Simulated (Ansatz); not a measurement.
# CsI: how much do the potentials matter?

CsI in the CsCl structure, in a typed cell, not relaxed.

```xyz
2
Lattice="4.6600 0.0000 0.0000 0.0000 4.6600 0.0000 0.0000 0.0000 4.6600" Properties=species:S:1:pos:R:3 pbc="T T T"
Cs    0.0000    0.0000    0.0000
I     2.3300    2.3300    2.3300
```

Computed with Ansatz (plane-wave DFT, scalar-relativistic): PBE; k mesh 4×4×4; fixed occupations; no spin. Harmonic phonons by linear response, frequencies in cm⁻¹, imaginary ones marked i; at Γ the three translations are left out and no LO–TO term is added.

Caveats: coarse k mesh; the program warns that the mesh is coarse for the field response.

The reference is the run on all-electron PAW datasets (no frozen core) at 220 eV and 50.60 Å³ an atom: top Γ mode (cm⁻¹) 47; lowest mode at q = [0.5, 0.5, 0.5] (cm⁻¹) 46; top mode at q = [0.5, 0.5, 0.5] (cm⁻¹) 52; mean ε∞ 3.19; mean Born charge of Cs (e) 1.33.

The same calculation was made on Ansatz generated PAW, Ansatz hand-made PAW, JTH PAW, PseudoDojo norm-conserving, GBRV ultrasoft, Ansatz norm-conserving. How far do the results move?


| potentials | cutoff (eV) | top Γ mode (cm⁻¹) | lowest mode at q = [0.5, 0.5, 0.5] (cm⁻¹) | top mode at q = [0.5, 0.5, 0.5] (cm⁻¹) | mean ε∞ | mean Born charge of Cs (e) |
| --- | --- | --- | --- | --- | --- | --- |
| Ansatz generated PAW | 420 | 47 | 46 | 52 | 3.19 | 1.32 |
| Ansatz hand-made PAW | 520 | 47 | 46 | 52 | 3.19 | 1.33 |
| JTH PAW | 1200 | 48 | 47 | 52 | 3.20 | 1.32 |
| PseudoDojo norm-conserving | 952 | 47 | 46 | 52 | 3.19 | 1.33 |
| GBRV ultrasoft | 544 | 47 | 46 | 52 | 3.19 | 1.32 |
| Ansatz norm-conserving | 952 | 47 | 46 | 52 | 3.20 | 1.33 |

The largest move among the frequencies in the table is 0.6 cm⁻¹, in the top Γ mode on JTH PAW.
